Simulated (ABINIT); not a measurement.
A run of ABINIT 10.8.3 (patched build):

Contents of run.abi:

```
# Pseudopotentials
pp_dirpath "./"
pseudos "Ag.upf, Cl.upf"

# Structure
acell 3*1.0 Angstrom
rprim
     0.0000000000     2.7350000000     2.7350000000
     2.7350000000     0.0000000000     2.7350000000
     2.7350000000     2.7350000000     0.0000000000
ntypat 2
znucl 47 17
natom 2
typat 1 2
xred
     0.0000000000     0.0000000000     0.0000000000
     0.5000000000     0.5000000000     0.5000000000

# Plane-wave basis
ecut 40.0

# k points
kptopt 1
ngkpt 6 6 6
nshiftk 1
shiftk 0.0 0.0 0.0

# Exchange and correlation
ixc 11

# Bands and occupations
nband 17
occopt 3
tsmear 0.00183747

# SCF cycle
nstep 100
tolvrs 1.0e-10

# Output
iomode 3
prtwf 0
prtden 0
prteig 0
prtebands 0
```

Potentials or basis: PseudoDojo NC SR PBE v0.4.1 standard.

The run is started by

```sh
$ abinit run.abi > log 2>&1
```

Hardware: 1 thread of Arm Neoverse V1, on a shared host.

Problem. How long does it take, and how much memory?

Solution. It took 33 s on 1 thread of Arm Neoverse V1, on a shared host, peak memory 0.09 GiB. Counts: scf iterations 10, mpi ranks 1, k points 16, bands 17, plane waves 3356.
